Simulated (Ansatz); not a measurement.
TiSe:

```xyz
4
Lattice="3.5590 0.0000 0.0000 -1.7795 3.0822 0.0000 0.0000 0.0000 6.2200" Properties=species:S:1:pos:R:3 pbc="T T T"
Se    1.7795    1.0274    4.6650
Se    0.0000    2.0548    1.5550
Ti    0.0000    0.0000    3.1100
Ti    0.0000    0.0000    0.0000
```

| Quantity | Value |
| --- | --- |
| Program | Ansatz 0.2.0 |
| Task | relaxation of cell and atoms |
| Functional | PBE0 |
| Potentials or basis | Ansatz PAW |
| Cutoff | 420 eV (not typed: the program's choice for these potentials) |
| k mesh | 6 × 6 × 4 |
| Occupations | fermi-dirac, width 0.05 eV |
| Spin | no spin polarisation |

At the start: volume 17.06 Å³/atom.

**Question.** How do energy, volume and symmetry change on relaxing?

**Answer.** It ends after 8 steps and the volume is 16.60 Å³/atom (-2.7 %); space group P6_3/mmc (No. 194, to 0.05 Å).

The path:
| step | energy change (eV) | largest force (eV/Å) | volume (Å³) |
| --- | --- | --- | --- |
| 1 | 0.0000 | 0.0000 | 68.23 |
| 2 | -0.2991 | 0.0000 | 67.79 |
| 3 | -0.4015 | 0.0000 | 65.88 |
| 4 | -0.4064 | 0.0000 | 66.50 |
| 5 | -0.4066 | 0.0000 | 66.39 |
| 6 | -0.4067 | 0.0000 | 66.39 |
| 7 | -0.4067 | 0.0000 | 66.41 |
| 8 | -0.4067 | 0.0000 | 66.41 |

Final structure:
```yaml
crystal:
  lattice:
    - [3.36112, 0.00000, 0.00000]
    - [-1.68056, 2.91082, 0.00000]
    - [0.00000, 0.00000, 6.78836]
  atoms:
    - { symbol: Se, position: [0.66667, 0.33333, 0.75000] }
    - { symbol: Se, position: [0.33333, 0.66667, 0.25000] }
    - { symbol: Ti, position: [0.00000, 0.00000, 0.50000] }
    - { symbol: Ti, position: [0.00000, 0.00000, 0.00000] }
```

Caveat: the plane-wave basis is chosen anew once the cell has moved, so the energies of steps on either side of that aren't comparable; the PAW data sets come from PBE, with cores solved anew for the run's functional, which leaves a small shift of forces and pressure.
